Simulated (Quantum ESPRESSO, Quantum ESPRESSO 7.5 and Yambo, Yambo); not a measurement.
## Quasiparticle gap of RbBr (Fm-3m) in Yambo

How does a plane-wave GW calculation on RbBr (Fm-3m) run from the first input to the gap?

Program: Quantum ESPRESSO 7.5 and Yambo 5.3.0. Level of theory: PBE and many-body steps on it, plane waves. Results are calculated unless marked as measured.

The database entry behind the starting cell differs from later determinations by our own check (about 0.5 % short), so it need not match the best structure at ambient conditions.

## 1. Starting point

The structure is cubic, space group Fm-3m (No. 225). The conventional cell has a = 6.854 Å, b = 6.854 Å, c = 6.854 Å, α = 90.00°, β = 90.00°, γ = 90.00°. Nearest to Rb lie 6 Br at 3.43 Å. Nearest to Br lie 6 Rb at 3.43 Å. Farther neighbours and most contacts between anions are not listed.

The cell and positions come from the Crystallography Open Database and are kept as given unless a step says otherwise.

## 2. Ground state

This step: Quantum ESPRESSO 7.5; DFT, PBE, plane waves, norm-conserving pseudopotentials.

The ground-state density comes first.

Contents of pw.in:

```
&control
  calculation = 'scf'
  prefix = 'x'
  outdir = 'o'
  pseudo_dir = 'pseudo'
/
&system
  ibrav = 0
  nat = 2
  ntyp = 2
  ecutwfc = 76.0
  nbnd = 18
  force_symmorphic = .true.
/
&electrons
  conv_thr = 1e-10
  electron_maxstep = 80
  mixing_beta = 0.5
/
ATOMIC_SPECIES
  Rb 85.468 Rb.upf
  Br 79.904 Br.upf
CELL_PARAMETERS angstrom
  0.0000000000 3.4270000000 3.4270000000
  3.4270000000 0.0000000000 3.4270000000
  3.4270000000 3.4270000000 -0.0000000000
ATOMIC_POSITIONS crystal
  Rb 0.0000000000 0.0000000000 0.0000000000
  Br 0.5000000000 0.5000000000 0.5000000000
K_POINTS automatic
  6 6 6 0 0 0
```

Command:

```console
> OMP_NUM_THREADS=1 mpirun -n 4 pw.x -nk 4 -in pw.in > pw.out
```

The program printed:

```text
Program PWSCF v.7.5 starts

     This program is part of the open-source Quantum ESPRESSO suite
     for quantum simulation of materials; please cite
         "P. Giannozzi et al., J. Phys.:Condens. Matter 21 395502 (2009);
         "P. Giannozzi et al., J. Phys.:Condens. Matter 29 465901 (2017);
         "P. Giannozzi et al., J. Chem. Phys. 152 154105 (2020);
     in publications or presentations arising from this work. More details at
     Message from routine setup:
     using ibrav=0 with symmetry is DISCOURAGED, use correct ibrav instead

     G-vector sticks info

     bravais-lattice index     =            0
     lattice parameter (alat)  =       9.1586  a.u.
     unit-cell volume          =     543.2114 (a.u.)^3
     number of atoms/cell      =            2
     number of atomic types    =            2
     number of electrons       =        26.00
     number of Kohn-Sham states=           18
     kinetic-energy cutoff     =      76.0000  Ry
     charge density cutoff     =     304.0000  Ry
     scf convergence threshold =      1.0E-10
     mixing beta               =       0.5000
     number of iterations used =            8  plain     mixing
     Exchange-correlation= PBE
                           (   1   4   3   4   0   0   0)

     celldm(1)=   9.158576  celldm(2)=   0.000000  celldm(3)=   0.000000
     celldm(4)=   0.000000  celldm(5)=   0.000000  celldm(6)=   0.000000

     crystal axes: (cart. coord. in units of alat)
               a(1) = (   0.000000   0.707107   0.707107 )
               a(2) = (   0.707107   0.000000   0.707107 )
               a(3) = (   0.707107   0.707107  -0.000000 )

     reciprocal axes: (cart. coord. in units 2 pi/alat)
               b(1) = ( -0.707107  0.707107  0.707107 )
               b(2) = (  0.707107 -0.707107  0.707107 )
               b(3) = (  0.707107  0.707107 -0.707107 )
     Pseudo is Norm-conserving + core correction, Zval =  9.0
     Generated using ONCVPSP code by D. R. Hamann
     Using radial grid of 2308 points,  6 beta functions with:
     Pseudo is Norm-conserving + core correction, Zval = 17.0
     Generated using ONCVPSP code by D. R. Hamann
     Using radial grid of 1098 points,  6 beta functions with:
     Rb                9.00    85.46800     Rb( 1.00)
     Br               17.00    79.90400     Br( 1.00)

     48 Sym. Ops., with inversion, found

   Cartesian axes

     site n.     atom                  positions (alat units)
         1        Rb     tau(   1) = (   0.0000000   0.0000000   0.0000000  )
         2        Br     tau(   2) = (   0.7071068   0.7071068   0.7071068  )

     number of k points=    16
                       cart. coord. in units 2pi/alat
        k(    1) = (   0.0000000   0.0000000   0.0000000), wk =   0.0092593
        k(    2) = (   0.1178511   0.1178511  -0.1178511), wk =   0.0740741
        k(    3) = (   0.2357023   0.2357023  -0.2357023), wk =   0.0740741
        k(    4) = (  -0.3535534  -0.3535534   0.3535534), wk =   0.0370370
        k(    5) = (   0.2357023   0.0000000  -0.0000000), wk =   0.0555556
        k(    6) = (   0.3535534   0.1178511  -0.1178511), wk =   0.2222222
        k(    7) = (  -0.2357023  -0.4714045   0.4714045), wk =   0.2222222
        k(    8) = (  -0.1178511  -0.3535534   0.3535534), wk =   0.2222222
        k(    9) = (   0.0000000  -0.2357023   0.2357023), wk =   0.1111111
        k(   10) = (   0.4714045   0.0000000  -0.0000000), wk =   0.0555556
     [... 4 further rows ...]
        k(   15) = (  -0.1178511  -0.3535534   0.5892557), wk =   0.2222222
        k(   16) = (  -0.7071068   0.2357023   0.0000000), wk =   0.1111111

     Dense  grid:    48671 G-vectors     FFT dimensions: (  54,  54,  54)

     Initial potential from superposition of free atoms

     starting charge      25.9752, renormalised to      26.0000
     Starting wfcs are   14 randomized atomic wfcs +    4 random wfcs

     per-process dynamical memory:    42.0 Mb

     Self-consistent Calculation

     iteration #  1     ecut=    76.00 Ry     beta= 0.50

     Threshold (ethr) on eigenvalues was too large:
     Diagonalizing with lowered threshold

     total energy              =    -325.15258804 Ry
     estimated scf accuracy    <       0.04918918 Ry

     iteration #  2     ecut=    76.00 Ry     beta= 0.50

     total energy              =    -325.16242894 Ry
     estimated scf accuracy    <       0.00291083 Ry

     iteration #  3     ecut=    76.00 Ry     beta= 0.50

     total energy              =    -325.16295240 Ry
     estimated scf accuracy    <       0.00065592 Ry

     iteration #  4     ecut=    76.00 Ry     beta= 0.50

     total energy              =    -325.16304432 Ry
     estimated scf accuracy    <       0.00002130 Ry

     iteration #  5     ecut=    76.00 Ry     beta= 0.50

     total energy              =    -325.16305109 Ry
     estimated scf accuracy    <       0.00000826 Ry

     iteration #  6     ecut=    76.00 Ry     beta= 0.50

     total energy              =    -325.16305317 Ry
     estimated scf accuracy    <       0.00000010 Ry

     iteration #  7     ecut=    76.00 Ry     beta= 0.50

     total energy              =    -325.16305322 Ry
     estimated scf accuracy    <          2.6E-09 Ry

     iteration #  8     ecut=    76.00 Ry     beta= 0.50

     total energy              =    -325.16305322 Ry
     estimated scf accuracy    <          2.4E-09 Ry

     iteration #  9     ecut=    76.00 Ry     beta= 0.50

     total energy              =    -325.16305323 Ry
     estimated scf accuracy    <          2.6E-10 Ry

     iteration # 10     ecut=    76.00 Ry     beta= 0.50

     End of self-consistent calculation

          k = 0.0000 0.0000 0.0000 (  5985 PWs)   bands (ev):

   -55.9828 -55.9828 -55.9808 -55.9808 -55.9808 -22.2901 -10.0526  -6.3615
    -6.3615  -6.3615   2.1322   2.1322   2.1322   6.4965   9.4189   9.4189
     9.4189  10.3081

          k = 0.1179 0.1179-0.1179 (  6099 PWs)   bands (ev):

   -55.9828 -55.9828 -55.9808 -55.9808 -55.9808 -22.2877 -10.0634  -6.3634
    -6.3634  -6.3495   1.8288   2.0377   2.0377   7.1363   9.2855   9.7469
     9.7469  10.7146

          k = 0.2357 0.2357-0.2357 (  6084 PWs)   bands (ev):

   -55.9828 -55.9828 -55.9808 -55.9808 -55.9808 -22.2830 -10.0847  -6.3672
    -6.3672  -6.3258   1.3478   1.8610   1.8610   8.3844   9.4406  10.6605
    10.6605  11.7308

          k =-0.3536-0.3536 0.3536 (  6116 PWs)   bands (ev):

     [... further k-points ...]

     highest occupied, lowest unoccupied level (ev):     2.1322    6.4965

!    total energy              =    -325.16305323 Ry
     estimated scf accuracy    <          5.2E-11 Ry

     The total energy is the sum of the following terms:
     one-electron contribution =    -217.74047561 Ry
     hartree contribution      =     108.04149937 Ry
     xc contribution           =     -58.74476161 Ry
     ewald contribution        =    -156.71931538 Ry

     convergence has been achieved in  10 iterations

     XML data file, charge density, pseudopotentials, collected wavefunctions

=------------------------------------------------------------------------------=
   JOB DONE.
=------------------------------------------------------------------------------=
```

Wall time 13 s (4 MPI ranks of Arm Neoverse V1, shared host); peak memory 0.33 GiB; 51 s of CPU time.

Numbers from this step:

- total energy: -4424.0687 eV
- gap: 4.364 eV
- k of the valence top: 0, 0, 0
- k of the conduction bottom: 0, 0, 0
- least direct gap: 4.364 eV

The gap is direct, at Γ.

## 3. Bands along the symmetry lines

The cheap functional maps the bands first; the places of the edges decide which points the dearer methods must see.

Contents of pw.in:

```
&control
  calculation = 'bands'
  prefix = 'x'
  outdir = 'o'
  pseudo_dir = 'pseudo'
/
&system
  ibrav = 0
  nat = 2
  ntyp = 2
  ecutwfc = 76.0
  nbnd = 19
  force_symmorphic = .true.
/
&electrons
  conv_thr = 1e-9
  electron_maxstep = 80
  diago_full_acc = .true.
  diago_thr_init = 5e-6
/
ATOMIC_SPECIES
  Rb 85.468 Rb.upf
  Br 79.904 Br.upf
CELL_PARAMETERS angstrom
  0.0000000000 3.4270000000 3.4270000000
  3.4270000000 0.0000000000 3.4270000000
  3.4270000000 3.4270000000 -0.0000000000
ATOMIC_POSITIONS crystal
  Rb 0.0000000000 0.0000000000 0.0000000000
  Br 0.5000000000 0.5000000000 0.5000000000
K_POINTS crystal
  50
  0.00000000 0.00000000 0.00000000 1
  0.06250000 0.00000000 0.06250000 1
  0.12500000 0.00000000 0.12500000 1
  0.18750000 0.00000000 0.18750000 1
  0.25000000 0.00000000 0.25000000 1
  0.31250000 0.00000000 0.31250000 1
  0.37500000 0.00000000 0.37500000 1
  0.43750000 0.00000000 0.43750000 1
  0.50000000 0.00000000 0.50000000 1
  0.51562500 0.03125000 0.51562500 1
  0.53125000 0.06250000 0.53125000 1
  0.54687500 0.09375000 0.54687500 1
  0.56250000 0.12500000 0.56250000 1
  0.57812500 0.15625000 0.57812500 1
  0.59375000 0.18750000 0.59375000 1
  0.60937500 0.21875000 0.60937500 1
  0.62500000 0.25000000 0.62500000 1
  0.37500000 0.37500000 0.75000000 1
  0.32812500 0.32812500 0.65625000 1
  0.28125000 0.28125000 0.56250000 1
  0.23437500 0.23437500 0.46875000 1
  0.18750000 0.18750000 0.37500000 1
  0.14062500 0.14062500 0.28125000 1
  0.09375000 0.09375000 0.18750000 1
  0.04687500 0.04687500 0.09375000 1
  0.00000000 0.00000000 0.00000000 1
  0.06250000 0.06250000 0.06250000 1
  0.12500000 0.12500000 0.12500000 1
  0.18750000 0.18750000 0.18750000 1
  0.25000000 0.25000000 0.25000000 1
  0.31250000 0.31250000 0.31250000 1
  0.37500000 0.37500000 0.37500000 1
  0.43750000 0.43750000 0.43750000 1
  0.50000000 0.50000000 0.50000000 1
  0.50000000 0.46875000 0.53125000 1
  0.50000000 0.43750000 0.56250000 1
  0.50000000 0.40625000 0.59375000 1
  0.50000000 0.37500000 0.62500000 1
  0.50000000 0.34375000 0.65625000 1
  0.50000000 0.31250000 0.68750000 1
  0.50000000 0.28125000 0.71875000 1
  0.50000000 0.25000000 0.75000000 1
  0.50000000 0.21875000 0.71875000 1
  0.50000000 0.18750000 0.68750000 1
  0.50000000 0.15625000 0.65625000 1
  0.50000000 0.12500000 0.62500000 1
  0.50000000 0.09375000 0.59375000 1
  0.50000000 0.06250000 0.56250000 1
  0.50000000 0.03125000 0.53125000 1
  0.50000000 0.00000000 0.50000000 1
```

The program printed:

```text
[banner, memory and clock lines left out]
Program PWSCF v.7.5 starts

     Atomic positions and unit cell read from directory:
     o/x.save/

     Message from routine setup:
     using ibrav=0 with symmetry is DISCOURAGED, use correct ibrav instead

     G-vector sticks info

     bravais-lattice index     =            0
     lattice parameter (alat)  =       9.1586  a.u.
     unit-cell volume          =     543.2114 (a.u.)^3
     number of atoms/cell      =            2
     number of atomic types    =            2
     number of electrons       =        26.00
     number of Kohn-Sham states=           19
     kinetic-energy cutoff     =      76.0000  Ry
     charge density cutoff     =     304.0000  Ry
     Exchange-correlation= PBE
                           (   1   4   3   4   0   0   0)

     celldm(1)=   9.158576  celldm(2)=   0.000000  celldm(3)=   0.000000
     celldm(4)=   0.000000  celldm(5)=   0.000000  celldm(6)=   0.000000

     crystal axes: (cart. coord. in units of alat)
               a(1) = (   0.000000   0.707107   0.707107 )
               a(2) = (   0.707107   0.000000   0.707107 )
               a(3) = (   0.707107   0.707107  -0.000000 )

     reciprocal axes: (cart. coord. in units 2 pi/alat)
               b(1) = ( -0.707107  0.707107  0.707107 )
               b(2) = (  0.707107 -0.707107  0.707107 )
               b(3) = (  0.707107  0.707107 -0.707107 )
     Pseudo is Norm-conserving + core correction, Zval =  9.0
     Generated using ONCVPSP code by D. R. Hamann
     Using radial grid of 2308 points,  6 beta functions with:
     Pseudo is Norm-conserving + core correction, Zval = 17.0
     Generated using ONCVPSP code by D. R. Hamann
     Using radial grid of 1098 points,  6 beta functions with:
     Rb                9.00    85.46800     Rb( 1.00)
     Br               17.00    79.90400     Br( 1.00)

     48 Sym. Ops., with inversion, found

   Cartesian axes

     site n.     atom                  positions (alat units)
         1        Rb     tau(   1) = (   0.0000000   0.0000000   0.0000000  )
         2        Br     tau(   2) = (   0.7071068   0.7071068   0.7071068  )

     number of k points=    50
                       cart. coord. in units 2pi/alat
        k(    1) = (   0.0000000   0.0000000   0.0000000), wk =   0.0400000
        k(    2) = (   0.0000000   0.0883883   0.0000000), wk =   0.0400000
        k(    3) = (   0.0000000   0.1767767   0.0000000), wk =   0.0400000
[...]
[... 38 further rows ...]
        k(   49) = (   0.0441942   0.7071068   0.0000000), wk =   0.0400000
        k(   50) = (   0.0000000   0.7071068   0.0000000), wk =   0.0400000

     Dense  grid:    48671 G-vectors     FFT dimensions: (  54,  54,  54)

     The potential is recalculated from file :
     o/x.save/charge-density

     Starting wfcs are   14 randomized atomic wfcs +    5 random wfcs

     Band Structure Calculation

     End of band structure calculation

          k = 0.0000 0.0000 0.0000 (  5985 PWs)   bands (ev):

   -55.9826 -55.9826 -55.9807 -55.9807 -55.9807 -22.2901 -10.0526  -6.3615
    -6.3615  -6.3615   2.1322   2.1322   2.1322   6.4965   9.4189   9.4189
     9.4189  10.3081  10.3082

          k = 0.0000 0.0884 0.0000 (  6070 PWs)   bands (ev):

   -55.9826 -55.9826 -55.9807 -55.9807 -55.9807 -22.2896 -10.0546  -6.3642
[...]
9.5187  10.3390  10.4338

          k = 0.0000 0.1768 0.0000 (  6066 PWs)   bands (ev):

[...]
9.8118  10.4295  10.7897

          k =-0.0000 0.2652 0.0000 (  6074 PWs)   bands (ev):

[...]
k = 0.0000 0.4419-0.0000 (  6090 PWs)   bands (ev):

[...]
k =-0.0000 0.5303 0.0000 (  6086 PWs)   bands (ev):

[...]
k = 0.0000 0.6187-0.0000 (  6086 PWs)   bands (ev):

[...]
k = 0.4640 0.4640-0.0000 (  6051 PWs)   bands (ev):

[...]
k = 0.3315 0.3315-0.0000 (  6079 PWs)   bands (ev):

[...]
k = 0.3094 0.7071-0.0000 (  6052 PWs)   bands (ev):

[...]
k = 0.2210 0.7071-0.0000 (  6066 PWs)   bands (ev):

[...]
k = 0.1768 0.7071-0.0000 (  6062 PWs)   bands (ev):

[...]
k = 0.0442 0.7071 0.0000 (  6056 PWs)   bands (ev):

[...]
11.3692  11.5546  12.9881

          k = 0.0000 0.7071 0.0000 (  6074 PWs)   bands (ev):

   -55.9826 -55.9826 -55.9807 -55.9807 -55.9807 -22.2780  -9.9993  -6.5435
    -6.4335  -6.4335   1.6599   1.9738   1.9738   7.7485   9.2663  11.3356
    11.3440  11.5759  12.9667

     XML data file, pseudopotentials, collected wavefunctions
```

Run time: 12 s. Hardware: 4 MPI ranks; peak memory 0.27 GiB.

This step gave:

```
gap                        : 4.364 eV
k of the valence top       : 0, 0, 0
k of the conduction bottom : 0, 0, 0
least direct gap           : 4.364 eV
```

The gap is 4.364 eV, as in the run before at this level.

The electronic bands at the labelled points (eV, zero at the top of the highest filled band):

```tsv
point	band 10	band 11	band 12	band 13	band 14	band 15	band 16	band 17
Γ	-8.49	0.00	0.00	0.00	4.36	7.29	7.29	7.29
halfway	-8.49	-0.60	-0.10	-0.10	5.72	6.25	8.62	8.76
X	-8.57	-0.47	-0.16	-0.16	5.62	7.13	9.20	9.21
halfway	-8.55	-0.46	-0.26	-0.19	5.82	7.40	8.82	9.28
U	-8.52	-0.49	-0.41	-0.26	6.35	8.13	8.16	8.87
jump to K	-8.52	-0.49	-0.41	-0.26	6.35	8.13	8.16	8.87
halfway	-8.46	-0.67	-0.28	-0.15	6.03	6.99	8.06	8.81
Γ	-8.49	0.00	0.00	0.00	4.36	7.29	7.29	7.29
halfway	-8.47	-0.56	-0.18	-0.18	5.63	7.15	8.01	8.01
L	-8.45	-0.99	-0.35	-0.35	6.82	7.72	9.49	9.49
halfway	-8.47	-0.76	-0.35	-0.33	6.98	7.42	8.88	9.00
W	-8.48	-0.49	-0.35	-0.35	7.09	7.09	8.27	8.62
halfway	-8.52	-0.44	-0.33	-0.22	6.02	7.60	8.43	9.14
X	-8.57	-0.47	-0.16	-0.16	5.62	7.13	9.20	9.21
```

The electronic bands as a text plot (rows in eV, shown from -8.0 to 8.2 only):

```
    7.8 |+ +++          ++++    +++++ ++   ++   ++++++      ++
    7.2 |++++      +++++    ++++++++++++++++++++  ++++++++++  +++
    6.5 |    ++++++      +++  ++               +++         ++
    5.8 |     +++++++++++       +           +++              ++++
    5.1 |  +++                   ++++      +
    4.5 |++                          ++++++
    3.8 |
    3.1 |
    2.4 |
    1.8 |
    1.1 |
    0.4 |
   -0.2 |********************************************************
   -0.9 |     ****         ******            ***********
   -1.6 |
   -2.3 |
   -2.9 |
   -3.6 |
   -4.3 |
   -5.0 |
   -5.6 |
   -6.3 |
   -7.0 |
   -7.7 |
         Γ           X  U|K            Γ         L        W     X
```

[end of part 1 of 2]

[Paths, hosts, dates, memory and timing lines, banners, echoed tables and standing remarks are left out of the program output.]

[Logs are printed without paths, hosts, clocks, repeated set-up lines and the standing remarks that a program may print on its own settings, such as how far it seeks lower states.]

[Runs of the session that timed out or met a known fault of the program may be left out.]

[Hosts, paths, dates, database ids (printed as entryN), source tags and the programs' standing remarks are cut or masked in the printed files.]
